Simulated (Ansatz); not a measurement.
**SrCl₂: a vibration from a frozen displacement**

All numbers below come from DFT PBE, scalar-relativistic, plane waves, PAW in Ansatz. Settings: plane waves to 420 eV, k-mesh 6×6×6 (Γ-centred), Gaussian smearing 0.05 eV. No spin polarisation. Energies are free energies at this smearing, counted from the undisturbed cell; pressure is positive in compression.

The undisturbed cell (as given, not relaxed at this level; it stands at 1.1 GPa, and it needn't be the usual structure):

```xyz
3
Lattice="0.0000 3.4855 3.4855 3.4855 0.0000 3.4855 3.4855 3.4855 0.0000" Properties=species:S:1:pos:R:3 pbc="T T T"
Sr    0.0000    0.0000    0.0000
Cl    1.7428    1.7428    1.7428
Cl    5.2283    5.2283    5.2283
```

Every Cl atom is moved by x along the Cartesian unit vector (0.707, -0.707, 0.000); the cell and all other atoms stay fixed. The cell's volume is 84.69 Å³; the moved atoms weigh 70.900 u together and the others 87.620 u. Some rows repeat others by symmetry and weren't run.

| x (Å) | ΔE (meV/cell) | total force on the moved atoms along the move (eV/Å) | pressure (GPa) |
| --- | --- | --- | --- |
| -0.1000 | 13.62 | 0.2749 | 1.2026 |
| -0.0875 | 10.40 | 0.2396 | 1.1742 |
| -0.0750 | 7.63 | 0.2045 | 1.1496 |
| -0.0625 | 5.29 | 0.1697 | 1.1289 |
| -0.0500 | 3.38 | 0.1355 | 1.1119 |
| -0.0375 | 1.90 | 0.1013 | 1.0987 |
| -0.0250 | 0.84 | 0.0676 | 1.0893 |
| -0.0125 | 0.21 | 0.0337 | 1.0837 |
| 0.0000 | 0.00 | 0.0000 | 1.0818 |
| 0.0125 | 0.21 | -0.0337 | 1.0837 |
| 0.0250 | 0.84 | -0.0676 | 1.0893 |
| 0.0375 | 1.90 | -0.1013 | 1.0987 |
| 0.0500 | 3.38 | -0.1355 | 1.1119 |
| 0.0625 | 5.29 | -0.1697 | 1.1289 |
| 0.0750 | 7.63 | -0.2045 | 1.1496 |
| 0.0875 | 10.40 | -0.2396 | 1.1742 |
| 0.1000 | 13.62 | -0.2749 | 1.2026 |

**Question.** What frequency belongs to this motion?

**Answer.** The force constant is k = −dF/dx = 2.693 eV/Å², from the parabola through x = -0.0125, 0 and 0.0125. In every cell the moved atoms swing against the rest, so the mass is μ = m₁m₂/(m₁ + m₂) = 39.189 u, and ν̃ = 521.5 cm⁻¹ × √(|k|/μ) = 137 cm⁻¹, at this cell's pressure of 1.1 GPa. To first order in x, and within 1 %, the force on every atom lies along the move and, within each of the two groups, in proportion to the atom's mass, so this is itself a mode at the zone centre of this cell, taken without macroscopic field (the transverse frequency in a polar insulator).

**Question.** How far does the harmonic law reach?

**Answer.** At x = -0.100 Å, kx²/2 = 13.46 meV against the computed 13.62 meV (+1.1 %): the well is still close to harmonic there.